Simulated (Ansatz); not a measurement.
NiO:

```
Ni O
1.0
     0.00000    2.09131    2.09131
     2.09131    0.00000    2.09131
     2.09131    2.09131    0.00000
Ni O
1 1
Direct
  0.00000 0.00000 0.00000
  0.50000 0.50000 0.50000
```

Base run:

- Program: Ansatz 0.2.0
- Functional: PBE
- Potentials or basis: Ansatz PAW
- Cutoff: 420 eV
- Density cutoff: 1680 eV
- k mesh: 11 × 11 × 11
- Occupations: fermi-dirac, width 0.05 eV
- Spin: collinear spin, ferromagnetic start
- Starting moments: [1.0, 0.0] μB
- Hubbard terms: Ni d U = 3 eV

Its results: band gap on the k mesh 0.81 eV, indirect (least direct gap 1.64 eV); pressure 9.6 GPa; net moment 2.00 μB per cell; site moments Ni +1.66; O +0.28 μB.

After a change of settings the same cell gave: band gap on the k mesh 1.72 eV, indirect (least direct gap 2.44 eV); pressure 11.4 GPa; net moment 2.00 μB per cell; site moments Ni +1.70; O +0.23 μB. Which change was it?
A. hubbard terms from Ni d U = 3 eV to none; hubbard projectors from ortho-atomic (the default) to none
B. hubbard terms from Ni d U = 3 eV to Ni d U = 8 eV
C. hubbard terms from Ni d U = 3 eV to Ni d U = 5 eV

C.

Caveats: the magnetic or orbital state may not be the lowest; a cell with one magnetic atom can't hold antiferromagnetic order, which such compounds often take.

Not every run made on this cell is shown here.
